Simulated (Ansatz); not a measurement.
Crystal: Pt.

```
Pt
1.0
     0.00000    1.96090    1.96090
     1.96090    0.00000    1.96090
     1.96090    1.96090    0.00000
Pt
1
Cartesian
  0.0000 0.0000 0.0000
```

Base run:

* Program: Ansatz 0.2.0
* Functional: PBEsol
* Potentials or basis: all-electron LAPW, scalar-relativistic
* Cutoff: 270 eV (chosen from the basis error)
* Basis error allowed: 0.001 eV/atom
* k mesh: 12 × 12 × 12
* Occupations: gaussian, width 0.1 eV
* Spin: no spin polarisation

Its results: pressure -0.7 GPa.

The run is repeated on the same cell with these changes: functional from PBEsol to revPBE; occupations from gaussian, width 0.1 eV to fermi-dirac, width 0.05 eV. What comes out?

Pressure 13.3 GPa.
